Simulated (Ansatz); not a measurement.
A plane-wave DFT run in Ansatz 0.2.0 (scalar-relativistic PAW potentials unless the input names others): input and command.

```yaml
crystal:
  lattice:
    - [4.2142060054, 1.13641e-05, 0.0021137338]
    - [1.60713e-05, 5.9594435119, -0.06408179]
    - [-2.1064435566, 1.4758046083, 1.3246598067]
  atoms:
    - { symbol: Pt, position: [0.0, 0.5, 0.0] }
    - { symbol: Pt, position: [0.0, 0.0, 0.0] }
basis:
  ecutwfc: 420
kpoints:
  mp_grid: { grid: [8, 6, 26], shift: [0.5, 0.5, 0.5] }
hamiltonian:
  xc: pbe
scf:
  occupations: { method: gaussian, width: 0.1 }
output:
  forces: true
  eigenvalues: true
  stress: true
```

```bash
ansatz run input.yaml --threads 4 --pin off --max-ram 8192MiB --backend cpu --events-out ev --progress --plain --runs-dir out
```

Abridged log:
```
Pseudopotentials: kind: paw
Pseudopotential: Pt, paw, valence charge 18, recommended cutoff 420 eV (normal)
Functional definition: PBE
Crystal: 2 atoms, lattice volume = 33.693 Å³
Basis set: ecut = 420 eV, 641 PW (Γ), FFT grids on a1+a3, −a1+a2−2a3, a3, exchange–correlation on 40×60×40 points (8 copies of the dense FFT grid, shifted against one another)
Bands: 22, of which v1, the nominal top of the filled ones, is band 18 counted from 1 (17 counted from 0)
Symmetry: 4 space group operations
Space group: P-1 (ITA 2), of the structure as read, at distance tolerance 3.2e-5 Å
k-points: 624 of 1248
Initial density: superposition of atomic densities (neutral atoms: chi_scale 0, normalization atom), corrected by the library's trained network
Initial wavefunctions: pseudopotential atomic-orbital guess
Functional: x = pbe(κ = 0.804, μ = 0.21951497), c = pbe(β = 0.06672455)
SCF iter   1: F=—  HF=-25045.805288 eV  |F-HF|=—  |Δ(HF+E_count)|=         —  Δρ=5.52e-3  dr2=2.73e-3  ethr=1.77e-3  ⟨swp⟩=4.9  Hψ=51691  notcnv=0
SCF iter   2: F=—  HF=-25045.806927 eV  |F-HF|=—  |Δ(HF+E_count)|=   1.64e-3  Δρ=2.75e-3  dr2=6.53e-4  ethr=7.57e-6  ⟨swp⟩=2.0  Hψ=24683  notcnv=0
SCF iter   3: F=—  HF=-25045.807043 eV  |F-HF|=—  |Δ(HF+E_count)|=   1.16e-4  Δρ=3.32e-4  dr2=1.38e-5  ethr=1.81e-6  ⟨swp⟩=2.2  Hψ=19139  notcnv=0
SCF iter   4: F=—  HF=-25045.807019 eV  |F-HF|=—  |Δ(HF+E_count)|=   2.33e-5  Δρ=5.64e-5  dr2=8.09e-7  ethr=3.82e-8  ⟨swp⟩=2.2  Hψ=19217  notcnv=0
SCF iter   5: F=-25045.807019 eV  HF=-25045.807019 eV  |F-HF|=9.20e-10  |Δ(HF+E_count)|=   4.95e-8  Δρ=1.66e-5  dr2=8.62e-8  ethr=2.25e-9  ⟨swp⟩=1.3  Hψ=14885  notcnv=0
SCF iter   6: F=-25045.807019 eV  HF=-25045.807019 eV  |F-HF|=8.99e-10  |Δ(HF+E_count)|=   3.70e-9  Δρ=2.72e-6  dr2=1.23e-9  ethr=2.39e-10  ⟨swp⟩=2.6  Hψ=45194  notcnv=0
SCF 1 converged in 6 iterations: F = -25045.807019 eV  dr2 = 1.23e-9
SCF converged after 6 iterations
Free energy (F): -25045.807019 eV
Harris-Foulkes:  -25045.807019 eV  (|F-HF|=8.99e-10)
Internal energy: -25045.787453 eV  (E = F + TS)
E sigma→0 (E₀):  -25045.797236 eV
Entropy (-TS):   -0.019566 eV (-9.783 meV/atom)
Fermi energy:    20.108542 eV
--- Forces (eV/Å), atoms counted from 1 ---
  atom   1  Pt     0.00000000     0.00000000     0.00000000
  atom   2  Pt     0.00000000     0.00000000     0.00000000
--- Stress (GPa, compression-positive) ---
      -19.248731       0.035681      -0.117452
        0.035682     -17.538136       0.329573
       -0.117451       0.329572      -0.426710
  P = ⅓ Tr σ = -12.4045 GPa (-124.045 kbar)
```

Apart from outputs and empty bands, the input differs from a reference run on usual settings in kpoints.mp_grid.shift: not typed → [0.5, 0.5, 0.5]. The reference, at the same geometry (not necessarily relaxed), gave pressure -12.34 GPa, largest force 0.000 eV/Å, no gap on the mesh. This run converged in 6 SCF iterations (reference: 6) with an energy at zero smearing 0.13 meV/atom above the reference's, pressure -12.40 GPa, largest force 0.000 eV/Å, no gap on the mesh.

Time: 6.7 s on 4 threads of Intel(R) Xeon(R) Processor @ 2.70GHz, on a shared host, peak memory 0.63 GiB.